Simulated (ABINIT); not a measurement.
NaF (Villiaumite), 2 atoms in the cell. The typed cell holds 2 atoms: a = 3.281 Å, b = 3.281 Å, c = 3.281 Å, α = 60.00°, β = 60.00°, γ = 60.00°.  The cell isn't the ideal one: atoms moved at random, drawn with an rms of 0.05 Å.

```yaml
Program: ABINIT 10.8.3 (patched build)
Task: single point
Functional: PBE
Potentials_or_basis: JTH PAW PBE v2.0
Cutoff: 1088 eV
k_mesh: 10 × 10 × 10
Occupations: fermi-dirac, width 0.05 eV
Spin: no spin polarisation
Fine-grid_cutoff: 1687.11 eV
Exchange_and_correlation_inside_the_PAW_spheres: full angular mesh (pawxcdev 0, this build's default; the released program takes 1)
```

Potentials or basis: JTH PAW PBE v2.0.

Launch:

```sh
$ abinit run.abi > log 2>&1
```

Hardware: 1 thread of Arm Neoverse V1, with other jobs on the host.

Question: Estimate the wall time of this run.

Answer: It took 5.1 min on 1 thread of Arm Neoverse V1 (shared host), peak memory 0.41 GiB. Counts: scf iterations 11, mpi ranks 1, k points 504, bands 12, plane waves 2051.
